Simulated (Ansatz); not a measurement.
TiO2: computed properties

Level of theory: DFT PBE, scalar-relativistic, plane waves, PAW in Ansatz 0.2.0.

Cutoff 420 eV; k points 6×6×10 on the computed 6-atom cell (Γ-centred); Gaussian smearing, width 0.02 eV; no spin polarisation.

The structure is relaxed at this level of theory with its symmetry kept, and needn't be the ground state of this composition.

Space group P4_2/mnm (No. 136). a = 4.643 Å, b = 4.643 Å, c = 2.964 Å, α = 90.00°, β = 90.00°, γ = 90.00°
```tsv
atom	site	symmetry	x	y	z
Ti	2a	m.mm	0.0000	0.0000	0.0000
O	4f	m.2m	0.3051	0.3051	0.0000
```

* Space group: P4_2/mnm (No. 136)
* Volume per atom: 10.65 Å³
* Formation energy from the elements' standard states (uncorrected): -3.016 eV/atom
* Kohn–Sham band gap: 1.86 eV, direct at Γ
* Orbital (Löwdin) character of the top 1 eV of the valence band: O 2p 94 %
* Orbital (Löwdin) character of the lowest 1 eV of the conduction band: Ti 3d 88 %, O 2p 10 %
* Electron masses at the edge by direction of the standard setting (m_e; one valley, along these axes only; no spin-orbit coupling): x: 1.2; y: 1.2; z: 0.58
* Hole masses at the edge by direction of the standard setting (m_e; one valley, along these axes only; no spin-orbit coupling): x: 3.1; y: 3.1; z: 5.5
* Bader charge by site (e): Ti (2 in the cell) 2.28, O (4 in the cell) -1.14

A magnetic start lost its moments in a first run, so spin was left out; other magnetic orders weren't tried.

Another cell of TiO2 relaxed alike, in I4_1/amd, lies 32 meV/atom lower, so this cell isn't the stable form at this level.

It was relaxed from a cell as deposited in COD. Kohn–Sham gaps at this level usually fall short of measured ones. Löwdin shares on free-atom orbitals overweight diffuse shells in the empty bands.
